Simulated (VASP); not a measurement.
# CdSe (F-43m) in VASP: settings compared, part 2 of 2

VASP 6.6.1. The steps go on from the part before.

### Step 4. Equation of state, PBEsol, 28.36 Å³/atom (volume scaled by 0.98)

Contents of INCAR:

```
SYSTEM = CdSe
PREC = Accurate
ENCUT = 520
EDIFF = 1E-7
ISMEAR = -1
SIGMA = 0.05
LREAL = .FALSE.
LASPH = .TRUE.
NELM = 80
ALGO = Normal
ISIF = 2
LWAVE = .FALSE.
LCHARG = .FALSE.
GGA = PS
NBANDS = 16
```

Contents of KPOINTS:

```
regular mesh
0
G
  8 8 8
  0 0 0
```

Contents of POSCAR:

```
CdSe
1.0
    0.0000000000      3.0496647307      3.0496647307
    3.0496647307      0.0000000000      3.0496647307
    3.0496647307      3.0496647307      0.0000000000
Cd Se
1 1
Direct
    0.0000000000      0.0000000000      0.0000000000
    0.2500000000      0.2500000000      0.2500000000
```

Started as:

```bash
cat potpaw_PBE.64/Cd/POTCAR potpaw_PBE.64/Se/POTCAR > POTCAR
mpirun -np 1 vasp_std > vasp.out
```

Wall time 16 s (1 thread of AMD EPYC 9R45 (Zen 5), shared host); peak memory 0.16 GiB.

It converged, with:

```
Free energy            : -6.1774 eV
Pressure               : -0.1 GPa
Band gap on the k mesh : 0.47 eV, direct
```

Caveat: the PAW data sets were made with another functional, which shifts forces and pressure a little.

### Step 5. Equation of state, PBEsol, 29.52 Å³/atom (volume scaled by 1.02)

INCAR is that of step 4.

KPOINTS is that of step 4.

Contents of POSCAR:

```
CdSe
1.0
    0.0000000000      3.0906047130      3.0906047130
    3.0906047130      0.0000000000      3.0906047130
    3.0906047130      3.0906047130      0.0000000000
Cd Se
1 1
Direct
    0.0000000000      0.0000000000      0.0000000000
    0.2500000000      0.2500000000      0.2500000000
```

Started as:

```bash
cat potpaw_PBE.64/Cd/POTCAR potpaw_PBE.64/Se/POTCAR > POTCAR
mpirun -np 1 vasp_std > vasp.out
```

Wall time 24 s (1 thread of AMD EPYC 9R45 (Zen 5), shared host); peak memory 0.18 GiB.

It converged, with:

```
Free energy            : -6.1617 eV
Pressure               : -2.0 GPa
Band gap on the k mesh : 0.39 eV, direct
```

Caveat: the PAW data sets were made with another functional, which shifts forces and pressure a little.

### Step 6. Equation of state, PBEsol, 30.10 Å³/atom (volume scaled by 1.04)

INCAR is that of step 5.

KPOINTS is that of step 5.

Contents of POSCAR:

```
CdSe
1.0
    0.0000000000      3.1106741371      3.1106741371
    3.1106741371      0.0000000000      3.1106741371
    3.1106741371      3.1106741371      0.0000000000
Cd Se
1 1
Direct
    0.0000000000      0.0000000000      0.0000000000
    0.2500000000      0.2500000000      0.2500000000
```

Potentials or basis: VASP PAW PBE potentials, release 64 (Cd, Se).

Started as:

```bash
cat potpaw_PBE.64/Cd/POTCAR potpaw_PBE.64/Se/POTCAR > POTCAR
mpirun -np 1 vasp_std > vasp.out
```

Wall time 23 s (1 thread of AMD EPYC 9R45 (Zen 5), shared host); peak memory 0.18 GiB.

It converged, with:

| Quantity | Value |
| --- | --- |
| Free energy | -6.1444 eV |
| Pressure | -2.8 GPa |
| Band gap on the k mesh | 0.35 eV, direct |

Caveat: the PAW data sets were made with another functional, which shifts forces and pressure a little.

### Step 7. Equation of state, PBEsol, 30.68 Å³/atom (volume scaled by 1.06)

INCAR is that of step 6.

KPOINTS is that of step 6.

Contents of POSCAR:

```
CdSe
1.0
    0.0000000000      3.1304878824      3.1304878824
    3.1304878824      0.0000000000      3.1304878824
    3.1304878824      3.1304878824      0.0000000000
Cd Se
1 1
Direct
    0.0000000000      0.0000000000      0.0000000000
    0.2500000000      0.2500000000      0.2500000000
```

Started as:

```bash
cat potpaw_PBE.64/Cd/POTCAR potpaw_PBE.64/Se/POTCAR > POTCAR
mpirun -np 1 vasp_std > vasp.out
```

It took 24 s on 1 thread of AMD EPYC 9R45 (Zen 5), shared host; peak memory 0.18 GiB.

Results (log left out):

```
Free energy            : -6.1219 eV
Pressure               : -3.5 GPa
Band gap on the k mesh : 0.31 eV, direct
```

Caveat: the PAW data sets were made with another functional, which shifts forces and pressure a little.

### Step 8. Equation of state, PBEsol

No new run: the results of the series are fitted here.

What came out:

| Property | Result |
| --- | --- |
| Equilibrium volume | 28.30 Å³/atom |
| Bulk modulus | 52 GPa |
| Pressure derivative of the bulk modulus | 4.8 |

Energy against volume, from the lowest point:
| volume (Å³/atom) | energy (meV/atom) |
| --- | --- |
| 27.206 | 7.42 |
| 27.784 | 1.57 |
| 28.363 | 0.00 |
| 28.942 | 2.23 |
| 29.521 | 7.85 |
| 30.100 | 16.46 |
| 30.679 | 27.74 |

Caveat: the PAW data sets were made with another functional, which shifts forces and pressure a little.

### Step 9. Equation of state, PBE, 27.21 Å³/atom (volume scaled by 0.94)

Contents of INCAR:

```
ALGO = Normal
EDIFF = 1E-7
ENCUT = 520
GGA = PE
ISIF = 2
ISMEAR = -1
LASPH = T
LCHARG = F
LREAL = F
LWAVE = F
NBANDS = 16
NELM = 60
PREC = Accurate
SIGMA = 0.05
```

Contents of KPOINTS:

```
k-points
0
Gamma
  8 8 8
```

Contents of POSCAR:

```
CdSe
1.0
    0.0000000000      3.0075950161      3.0075950161
    3.0075950161      0.0000000000      3.0075950161
    3.0075950161      3.0075950161      0.0000000000
Cd Se
1 1
Direct
    0.0000000000      0.0000000000      0.0000000000
    0.2500000000      0.2500000000      0.2500000000
```

Potentials or basis: VASP PAW PBE potentials, release 64 (Cd, Se).

Started as:

```bash
cat potpaw_PBE.64/Cd/POTCAR potpaw_PBE.64/Se/POTCAR > POTCAR
mpirun -np 1 vasp_std > vasp.out
```

Wall time 21 s (1 thread of Intel Xeon Platinum 8559C (Emerald Rapids), shared host); peak memory 0.18 GiB.

Results (log left out):

```
Free energy            : -5.4185 eV
Pressure               : 5.3 GPa
Band gap on the k mesh : 0.68 eV, direct
```

### Step 10. Equation of state, PBE, 27.78 Å³/atom (volume scaled by 0.96)

Contents of INCAR:

```
SYSTEM = CdSe
PREC = Accurate
ENCUT = 520
EDIFF = 1E-7
ISMEAR = -1
SIGMA = 0.05
LREAL = .False.
LASPH = .True.
NELM = 80
ALGO = Normal
ISIF = 2
LWAVE = .False.
LCHARG = .False.
GGA = PE
NBANDS = 16
```

Contents of KPOINTS:

```
Automatic mesh
0
Gamma
  8 8 8
  0 0 0
```

Contents of POSCAR:

```
CdSe
1.0
    0.0000000000      3.0287759606      3.0287759606
    3.0287759606      0.0000000000      3.0287759606
    3.0287759606      3.0287759606      0.0000000000
Cd Se
1 1
Direct
    0.0000000000      0.0000000000      0.0000000000
    0.2500000000      0.2500000000      0.2500000000
```

Started as:

```bash
cat potpaw_PBE.64/Cd/POTCAR potpaw_PBE.64/Se/POTCAR > POTCAR
mpirun -np 1 vasp_std > vasp.out
```

Wall time 25 s (1 thread of Intel Xeon Platinum 8559C (Emerald Rapids), shared host); peak memory 0.18 GiB.

The run converged. Its results:

- Free energy: -5.4516 eV
- Pressure: 3.9 GPa
- Band gap on the k mesh: 0.63 eV, direct

### Step 11. Equation of state, PBE, 28.36 Å³/atom (volume scaled by 0.98)

Contents of INCAR:

```
SYSTEM = CdSe
ALGO = Normal
EDIFF = 1E-7
ENCUT = 520
GGA = PE
ISIF = 2
ISMEAR = -1
LASPH = .True.
LCHARG = .False.
LREAL = .False.
LWAVE = .False.
NBANDS = 16
NELM = 100
PREC = Accurate
SIGMA = 0.05
```

Contents of KPOINTS:

```
k-points
0
Gamma
  8 8 8
  0 0 0
```

Contents of POSCAR:

```
CdSe
1.0
    0.0000000000      3.0496647307      3.0496647307
    3.0496647307      0.0000000000      3.0496647307
    3.0496647307      3.0496647307      0.0000000000
Cd Se
1 1
Direct
    0.0000000000      0.0000000000      0.0000000000
    0.2500000000      0.2500000000      0.2500000000
```

Started as:

```bash
cat potpaw_PBE.64/Cd/POTCAR potpaw_PBE.64/Se/POTCAR > POTCAR
mpirun -np 1 vasp_std > vasp.out
```

Wall time 25 s (1 thread of Intel Xeon Platinum 8559C (Emerald Rapids), shared host); peak memory 0.18 GiB.

The run converged. Its results:

```
Free energy            : -5.4752 eV
Pressure               : 2.7 GPa
Band gap on the k mesh : 0.59 eV, direct
```

### Step 12. Equation of state, PBE, 29.52 Å³/atom (volume scaled by 1.02)

Contents of INCAR:

```
PREC = Accurate ; ENCUT = 520
EDIFF = 1E-7 ; ISMEAR = -1
SIGMA = 0.05 ; LREAL = F
LASPH = T ; NELM = 80
ALGO = Normal ; ISIF = 2
LWAVE = F ; LCHARG = F
GGA = PE ; NBANDS = 16
```

Contents of KPOINTS:

```
Automatic mesh
0
Gamma
  8 8 8
```

Contents of POSCAR:

```
CdSe
1.0
    0.0000000000      3.0906047130      3.0906047130
    3.0906047130      0.0000000000      3.0906047130
    3.0906047130      3.0906047130      0.0000000000
Cd Se
1 1
Direct
    0.0000000000      0.0000000000      0.0000000000
    0.2500000000      0.2500000000      0.2500000000
```

Potentials or basis: VASP PAW PBE potentials, release 64 (Cd, Se).

Started as:

```bash
cat potpaw_PBE.64/Cd/POTCAR potpaw_PBE.64/Se/POTCAR > POTCAR
mpirun -np 1 vasp_std > vasp.out
```

Run time: 32 s. Hardware: 1 thread of Intel Xeon Platinum 8559C (Emerald Rapids), shared host; peak memory 0.2 GiB.

The run converged. Its results:

```yaml
Free_energy: -5.4982 eV
Pressure: 0.6 GPa
Band_gap_on_the_k_mesh: 0.51 eV, direct
```

### Step 13. Equation of state, PBE, 30.10 Å³/atom (volume scaled by 1.04)

Contents of INCAR:

```
ALGO = Normal
EDIFF = 1E-7
ENCUT = 520
GGA = PE
ISIF = 2
ISMEAR = -1
LASPH = T
LCHARG = F
LREAL = F
LWAVE = F
NBANDS = 16
NELM = 60
PREC = Accurate
SIGMA = 0.05
```

Contents of KPOINTS:

```
k-points
0
Gamma
  8 8 8
```

Contents of POSCAR:

```
CdSe
1.0
    0.0000000000      3.1106741371      3.1106741371
    3.1106741371      0.0000000000      3.1106741371
    3.1106741371      3.1106741371      0.0000000000
Cd Se
1 1
Direct
    0.0000000000      0.0000000000      0.0000000000
    0.2500000000      0.2500000000      0.2500000000
```

Started as:

```bash
cat potpaw_PBE.64/Cd/POTCAR potpaw_PBE.64/Se/POTCAR > POTCAR
mpirun -np 1 vasp_std > vasp.out
```

Run time: 35 s. Hardware: 1 thread of Intel Xeon Platinum 8559C (Emerald Rapids), shared host; peak memory 0.2 GiB.

It converged, with:

```
Free energy            : -5.4992 eV
Pressure               : -0.3 GPa
Band gap on the k mesh : 0.47 eV, direct
```

### Step 14. Equation of state, PBE, 30.68 Å³/atom (volume scaled by 1.06)

Contents of INCAR:

```
SYSTEM = CdSe
PREC     = Accurate       ! precision mode
ENCUT    = 520            ! plane-wave cutoff, eV
EDIFF    = 1E-7           ! SCF threshold, eV
ISMEAR   = -1             ! smearing method
SIGMA    = 0.05           ! smearing width, eV
LREAL    = .False.        ! projectors in reciprocal space
LASPH    = .True.         ! aspherical terms in the spheres
NELM     = 100            ! most SCF steps
ALGO     = Normal         ! electronic algorithm
ISIF     = 2              ! what is computed and relaxed
LWAVE    = .False.        ! write WAVECAR
LCHARG   = .False.        ! write CHGCAR
GGA      = PE             ! functional
NBANDS   = 16             ! bands
```

Contents of KPOINTS:

```
regular mesh
0
Gamma
  8 8 8
  0 0 0
```

Contents of POSCAR:

```
CdSe
1.0
    0.0000000000      3.1304878824      3.1304878824
    3.1304878824      0.0000000000      3.1304878824
    3.1304878824      3.1304878824      0.0000000000
Cd Se
1 1
Direct
    0.0000000000      0.0000000000      0.0000000000
    0.2500000000      0.2500000000      0.2500000000
```

Started as:

```bash
cat potpaw_PBE.64/Cd/POTCAR potpaw_PBE.64/Se/POTCAR > POTCAR
mpirun -np 1 vasp_std > vasp.out
```

Wall time 31 s (1 thread of Intel Xeon Platinum 8559C (Emerald Rapids), shared host); peak memory 0.2 GiB.

Results (log left out):

* Free energy: -5.4941 eV
* Pressure: -1.1 GPa
* Band gap on the k mesh: 0.43 eV, direct

### Step 15. Equation of state, PBE

Potentials or basis: VASP PAW PBE potentials, release 64 (Cd, Se).

No new run: the results of the series are fitted here.

What came out:

```
Equilibrium volume                      : 29.90 Å³/atom
Bulk modulus                            : 45 GPa
Pressure derivative of the bulk modulus : 4.7
```

Energy against volume, from the lowest point:
| volume (Å³/atom) | energy (meV/atom) |
| --- | --- |
| 27.206 | 40.32 |
| 27.784 | 23.80 |
| 28.363 | 11.97 |
| 28.942 | 4.35 |
| 29.521 | 0.50 |
| 30.100 | 0.00 |
| 30.679 | 2.51 |
